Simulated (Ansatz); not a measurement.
The system is I.

```
I
1.0
     3.63503   -2.39502    0.00000
     3.63503    2.39502    0.00000
     0.00000    0.00000    9.79344
I
4
Direct
  0.64930 0.35070 0.38440
  0.14930 0.85070 0.11560
  0.35070 0.64930 0.61560
  0.85070 0.14930 0.88440
```

Base run:

- Program: Ansatz 0.2.0
- Functional: HSE06 form with a typed share of exact exchange
- Potentials or basis: Ansatz PAW
- Cutoff: 420 eV (not typed: the program's choice for these potentials)
- k mesh: 4 × 4 × 2
- Occupations: fermi-dirac, width 0.05 eV
- Spin: no spin polarisation

Its results: band gap on the k mesh 1.29 eV, indirect (least direct gap 1.41 eV); pressure 1.8 GPa; largest force 0.847 eV/Å.

Question: The run is repeated on the same cell with these changes: share of exact exchange from 0 to 0.35. What comes out?

Answer: Band gap on the k mesh 2.52 eV, indirect (least direct gap 2.76 eV); pressure 0.7 GPa; largest force 0.104 eV/Å.

Caveats: spin-orbit coupling is left out, which moves the levels of the heavy elements; the PAW data sets were made with another functional, which shifts forces and pressure a little (some runs); the PAW data sets come from PBE, with cores solved anew for the run's functional, which leaves a small shift of forces and pressure (some runs); the thresholds are loose for stress (some runs).

A k mesh can miss the band edges.
